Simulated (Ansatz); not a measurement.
## Relaxing Zr

Theory: DFT PBE+D3(BJ), scalar-relativistic, plane waves, PAW in Ansatz. (420 eV cutoff, 18×18×4 k-mesh, Gaussian smearing of 0.10 eV, no spin polarisation)

What was changed in Pb: Pb → Zr on all its sites, cell and atoms relaxed.

Command:

```bash
ansatz run input.yaml --threads 1 --pin off --max-ram 2560MiB --backend cpu --events-out ev --progress --plain --runs-dir out
```

Input:

```yaml
crystal:
  lattice:
    - [3.1745217826, 0.0, 0.0]
    - [-1.5872608913, 2.7492165086, 0.0]
    - [0.0, 0.0, 10.2764174705]
  atoms:
    - { symbol: Zr, position: [0.0, 0.0, 0.0] }
    - { symbol: Zr, position: [0.3333333333, 0.6666666667, 0.25] }
    - { symbol: Zr, position: [0.0, 0.0, 0.5] }
    - { symbol: Zr, position: [0.6666666667, 0.3333333333, 0.75] }
basis:
  ecutwfc: 420
kpoints:
  mp_grid: { grid: [18, 18, 4] }
hamiltonian:
  xc: pbe
  dispersion: d3bj
scf:
  occupations: { method: gaussian, width: 0.1 }
output:
  forces: true
  stress: true
  eigenvalues: true
relax:
  adjacent_minimum: "off"
  f_tol: 0.01
  max_steps: 60
  cell: { stress_tol: 0.1 }
```

F is the free energy. Steps run on the plane waves of an earlier cell, but the last one, and at times one on the way, on a freshly chosen basis, so a repeated geometry can differ a little in energy.

Steps:

```csv
step,F − F(1) (eV),largest force component (eV/Å),V (Å³/atom),P (GPa)
1,0.0000,0.000,22.422,0.04
2,-0.0005,0.000,22.443,-0.09
3,-0.0005,0.000,22.394,0.10
4,-0.0006,0.000,22.419,0.00
5,-0.0006,0.000,22.419,0.00
```

Relaxed structure:

```
CELL_PARAMETERS angstrom
3.16738 0.00000 0.00000
-1.58369 2.74303 0.00000
0.00000 0.00000 10.32149
ATOMIC_POSITIONS crystal
Zr 0.00000 0.00000 0.00000
Zr 0.33333 0.66667 0.25000
Zr 0.00000 0.00000 0.50000
Zr 0.66667 0.33333 0.75000
```

Symmetry: P6_3/mmc, No. 194, hexagonal system. The conventional cell has a = 3.167 Å, b = 3.167 Å, c = 10.321 Å, α = 90.00°, β = 90.00°, γ = 120.00°. Around Zr (site symmetry -3m) lie 12 Zr at 3.16 to 3.17 Å. Around Zr (site symmetry -6m2) lie 12 Zr at 3.16 to 3.17 Å.

The run converged. It took 65 s on 1 thread of Arm Neoverse V1, with other jobs on the host, peak memory 0.5 GiB.